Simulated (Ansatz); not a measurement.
## BaO: experiment and calculation

**Measured values to compare with.**

A printed reference work, textbook reports, for a bulk crystal of BaO: lattice constant a 5.539 Å.

The runs below are set against these values where they give the same quantity.

Level of theory: DFT PBE, scalar-relativistic, plane waves, PAW in Ansatz 0.2.0.

Cutoff 420 eV; k points 8×8×8 on the computed 2-atom cell (Γ-centred); Gaussian smearing, width 0.02 eV; no spin polarisation.

Relaxed structure, symmetry kept:

```cif
data_structure
_symmetry_space_group_name_H-M 'Fm-3m'
_symmetry_Int_Tables_number 225
_cell_length_a 5.5733
_cell_length_b 5.5733
_cell_length_c 5.5733
_cell_angle_alpha 90.000
_cell_angle_beta 90.000
_cell_angle_gamma 90.000
_cell_volume 173.12
loop_
_atom_site_label
_atom_site_type_symbol
_atom_site_symmetry_multiplicity
_atom_site_Wyckoff_symbol
_atom_site_fract_x
_atom_site_fract_y
_atom_site_fract_z
_atom_site_occupancy
Ba1 Ba 4 a 0.00000 0.00000 0.00000 1
O1 O 4 b 0.50000 0.00000 0.00000 1
```

| Property | Result |
| --- | --- |
| Space group | Fm-3m (No. 225) |
| Volume per atom | 21.64 Å³ |
| Formation energy from the elements' standard states (uncorrected) | -2.519 eV/atom |
| Kohn–Sham band gap | 2.10 eV |
| Löwdin character of the top 1 eV of the valence band | O 2p 90 %, unprojected 5 % |
| Bader charges (e) | Ba (1 in the cell) 1.43, O (1 in the cell) -1.43 |

Spin-orbit coupling is left out, which matters for the bands of heavy elements.

Measured lattice constant a of BaO: 5.539 Å (a printed reference work, textbook). This calculation gives 5.573 Å (+0.6 %). The calculation is for 0 K without zero-point motion.

Cost: 1 run of about 0.12 core-minutes, on Intel Xeon 6975P-C (Granite Rapids) (shared hosts).